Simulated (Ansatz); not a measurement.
**C under changes of volume**

One of the cells (5.672 Å³/atom); the others are scaled copies at fixed shape and fractional positions:

```xyz
8
Lattice="2.5221 0.0000 0.0000 -1.2611 2.1842 0.0000 0.0000 0.0000 8.2371" Properties=species:S:1:pos:R:3 pbc="T T T"
C     1.2611    0.7281    6.9501
C     0.0000    1.4561    2.8315
C     1.2611    0.7281    5.4056
C     0.0000    1.4561    1.2870
C     0.0000    0.0000    7.4649
C     0.0000    0.0000    3.3463
C     0.0000    0.0000    4.8908
C     0.0000    0.0000    0.7722
```

This is a hexagonal form of diamond, not graphite.

- Program: Ansatz 0.2.0
- Functional: r2SCAN
- Dispersion: rVV10
- Potentials or basis: Ansatz PAW
- Cutoff: 500 eV (not typed: the program's choice for these potentials)
- k mesh: 12 × 12 × 4
- Occupations: fermi-dirac, width 0.05 eV
- Spin: no spin polarisation

| volume (Å³/atom) | energy over the lowest point (meV/atom) | pressure (GPa) | gap on the mesh (eV) | largest force (eV/Å) |
| --- | --- | --- | --- | --- |
| 5.332 | 25.12 | 27.9 | 4.77 | 0.405 |
| 5.445 | ? | ? | ? | ? |
| 5.559 | 1.24 | 6.5 | 4.66 | 0.375 |
| 5.672 | 0.00 | -2.8 | 4.61 | 0.361 |
| 5.785 | 5.05 | -11.3 | 4.56 | 0.348 |
| 5.899 | 15.83 | -19.0 | 4.51 | 0.336 |
| 6.012 | 31.82 | -26.0 | 4.46 | 0.324 |

What does the run at 5.445 Å³/atom give?

Energy over the lowest point 9.38 meV/atom; pressure 16.7 GPa; gap on the mesh 4.71 eV; largest force 0.390 eV/Å.

Worked out: A Birch-Murnaghan fit of order 3 (a polynomial in V^(-2/3)) to the other rows has its minimum at 5.64 Å³/atom with B0 = V·E''(V) = 455 GPa and B' = 3.6 at fixed shape and positions, which overstates the stiffness. It gives 9.44 meV/atom at 5.445 Å³/atom, against the run's 9.38, and -dE/dV = 16.7 GPa, against 16.7. A straight line through the other rows of the gap, of slope -2.57 eV per unit of ln V, gives 4.72 eV, against the run's 4.71.

Energies are extrapolated to zero smearing.

Caveats: the PAW data sets come from PBE, with cores solved anew for the run's functional, which leaves a small shift of forces and pressure.

A mesh can miss the band edges.
